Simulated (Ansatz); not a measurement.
Rh under changes of volume

One of the cells (13.801 Å³/atom); the others are scaled copies at fixed shape and fractional positions:

```
Rh
1.0
     2.69174    0.00000    0.00000
    -1.34587    2.33112    0.00000
     0.00000    0.00000    8.79807
Rh
4
Direct
  0.66667 0.33333 0.75000
  0.00000 0.00000 0.50000
  0.33333 0.66667 0.25000
  0.00000 0.00000 0.00000
```

This isn't the form of Rh at room conditions, which is fcc.

* Program: Ansatz 0.2.0
* Functional: LDA
* Potentials or basis: Ansatz PAW
* Cutoff: 420 eV (not typed: the program's choice for these potentials)
* k mesh: 11 × 11 × 3
* Occupations: fermi-dirac, width 0.05 eV
* Spin: no spin polarisation

| volume (Å³/atom) | energy over the lowest point (meV/atom) | pressure (GPa) |
| --- | --- | --- |
| 12.973 | 5.74 | 7.0 |
| 13.249 | 0.00 | 0.0 |
| 13.525 | ? | ? |
| 13.801 | 21.25 | -11.6 |
| 14.078 | 45.69 | -16.4 |
| 14.354 | 77.87 | -20.6 |
| 14.630 | 116.84 | -24.3 |

Problem. What does the run at 13.525 Å³/atom give?

Solution. Energy over the lowest point 5.62 meV/atom; pressure -6.2 GPa.

Worked out: A Birch-Murnaghan fit of order 3 (a polynomial in V^(-2/3)) to the other rows has its minimum at 13.24 Å³/atom with B0 = V·E''(V) = 316 GPa and B' = 5.1 at fixed shape and positions, which overstates the stiffness. It gives 5.63 meV/atom at 13.525 Å³/atom, against the run's 5.62, and -dE/dV = -6.3 GPa, against -6.2.

Energies are extrapolated to zero smearing.

Caveats: the PAW data sets come from PBE, with cores solved anew for the run's functional, which leaves a small shift of forces and pressure.
